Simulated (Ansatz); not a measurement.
## Ansatz run, Cu₃N

The input, for Ansatz 0.2.0 (plane waves, PAW):

```yaml
crystal:
  lattice:
    - [3.80213924, 0.0, 0.0]
    - [0.0, 3.80213924, 0.0]
    - [0.0, 0.0, 3.80213924]
  atoms:
    - { symbol: "N", position: [0.0, 0.0, 0.0] }
    - { symbol: Cu, position: [0.5, 0.0, 0.0], spin: 1, spin_axis: [0.0, 0.0, 1.0] }
    - { symbol: Cu, position: [0.0, 0.5, 0.0], spin: 1, spin_axis: [0.0, 0.0, 1.0] }
    - { symbol: Cu, position: [0.0, 0.0, 0.5], spin: 1, spin_axis: [0.0, 0.0, 1.0] }
kpoints:
  mp_grid: { grid: [6, 6, 6], shift: [0, 0, 0] }
  band_path:
    path:
      - [0.0, 0.0, 0.0]
      - [0.0, 0.5, 0.0]
      - [0.5, 0.5, 0.0]
      - [0.0, 0.0, 0.0]
      - [0.5, 0.5, 0.5]
      - [0.0, 0.5, 0.0]
      - [0.5, 0.5, 0.5]
      - [0.5, 0.5, 0.0]
    npoints: 10
magnetization:
  noncollinear: true
  spin_orbit: true
scf:
  occupations: { method: fermi_dirac, width: 0.1442 }
  lower_state_search: "off"
  max_iter: 200
hamiltonian:
  pseudopotentials: { kind: paw_fr }
  xc: pbe
  hubbard:
    projectors: all-electron-ortho-atomic
    sites: [{ species: Cu, l: d, u_eff: 1.67 }]
basis:
  ecutwfc: 420
  fft_grid_basis: typed
output:
  forces: true
  stress: true
  eigenvalues: true
  bader: true
  populations: true
  elf: true
  write_potential: true
  volumetric_format: npy
  dos:
    e_range: [-12, 8]
    de: 0.05
    projected: { site_lists: { Cu: [Cu], "N": ["N"] } }
    method: { smearing: { sigma: 0.1, scheme: gaussian } }
  write_density: true
checkpoint:
  read: saved_state
```

Launched with:

```sh
ansatz run input.yaml --threads 2 --pin off --max-ram 5120MiB --backend cpu --events-out ev --progress --plain --runs-dir out
```

The saved state is an earlier solution for the same cell, perhaps on another mesh. The state carries no moments; the state need not be the lowest.

Excerpt of what it printed:

```
Warning: output.stress: scf.convergence.dr2_threshold = 1e-7 eV (the SCF's general default) is looser than the 4e-10 eV advised for a printed stress (1e-10 eV for each atom of the cell: 4).
N: projections on atomic orbitals take those of the free atom [He] 2s2 2p3, of charge +0.00 (hamiltonian.pseudopotentials.projection_atoms); the dataset's partial waves leave at most 3.0e-12 of an orbital's norm unspanned inside its sphere
Cu: projections on atomic orbitals take those of the free atom [Ne] 3s2 3p6 3d10 4s1, of charge +0.00 (hamiltonian.pseudopotentials.projection_atoms); the dataset's partial waves leave at most 2.0e-9 of an orbital's norm unspanned inside its sphere
Pseudopotentials: kind: paw_fr
Pseudopotential: N, paw_fr, valence charge 5, recommended cutoff 420 eV (normal), N.paw.azcp#standard-fr
Pseudopotential: Cu, paw_fr, valence charge 19, recommended cutoff 420 eV (normal), Cu.paw.azcp#standard-fr
Functional definition: PBE
  exchange = pbe_x(kappa = kappa, mu = beta*pi^2/3)
  correlation = pbe_c(beta = beta)
Crystal: 4 atoms, lattice volume = 54.965 Å³
Basis set: ecut = 420 eV, 1045 PW (Γ), exchange–correlation on 54×54×54 points (8 copies of the dense FFT grid, shifted against one another)
Bands: 76, of which v1, the nominal top of the filled ones, is band 62 counted from 1 (61 counted from 0)
Symmetry: 8 space group operations + 8 with time reversal
Magnetic group: BNS 123.345 (UNI 1005), of the structure as read, at distance tolerance 3.8e-5 Å
k-points: 40 of 216 (time reversal used)
Initial density: read from a saved state, or passed on in memory by an earlier SCF of this step, an earlier step, the calling program or the single point that the run made first
Starting moments: Σ|m| = 3 μB on 3 of 4 sites; this step starts from the density that it was given
Functional: x = pbe(κ = 0.804, μ = 0.2195), c = pbe(β = 0.0667)
Magnetization: |M| = 0.0000 μB,  M = (+0.0000, +0.0000,  0.0000) μB
Absolute magnetization: 0.0000 μB (∫|m|, with the PAW one-centre terms)
  site 0: m = ( 0.0000, +0.0000, +0.0000) μB, |m| = 0.0000 μB  (R = 0.78 Å)
  site 1: m = (+0.0000, +0.0000, +0.0000) μB, |m| = 0.0000 μB  (R = 0.78 Å)
  site 2: m = (+0.0000, +0.0000, +0.0000) μB, |m| = 0.0000 μB  (R = 0.78 Å)
  site 3: m = (+0.0000, +0.0000, +0.0000) μB, |m| = 0.0000 μB  (R = 0.78 Å)
Free energy (F): -20258.7710 eV
Harris-Foulkes:  -20258.7710 eV  (|F-HF|=1.99e-8)
Internal energy: -20258.7563 eV  (E = F + TS)
E sigma→0 (E₀):  -20258.7636 eV
Entropy (-TS):   -0.0147 eV (-3.669 meV/atom)
Fermi energy:    11.3241 eV
--- Per-component energies (eV) ---
  E_band       = -1396.0040
  E_kinetic    = 1029.5776
  E_local      = -15419.7174  (includes V_loc(G=0)·N_el)
  E_nonlocal   = 1228.9712
  E_hartree    = 6800.6397
  E_xc         = -325.2658
  E_vxc        = -418.4372  (∫ρ·V_xc dr)
  E_hubbard    = 0.6280  (on-site DFT+U / exact-exchange correction)
  E_vhub       = -23.1009  (the Hubbard potential's part of the band-sum identity)
  E_paw        = -5127.7452  (= ΣΔE_a)
  E_vpaw       = -1394.5823  (= ΣTr[D̂ρ^β])
  E_aug_tail   = 0.0009  (compensation charges beyond the density's cutoff)
  E_ewald      = -8445.8453
  E_smearing   = -0.0147  (= −TS)
--- Stress (GPa, compression-positive) ---
        3.3130       0.0000       0.0000
        0.0000       3.3130       0.0000
        0.0000       0.0000       3.3127
  P = ⅓ Tr σ = 3.3129 GPa (33.129 kbar)
```

Origin: a database entry at a rescaled volume. Caveats: the SCF threshold is loose for a stress.
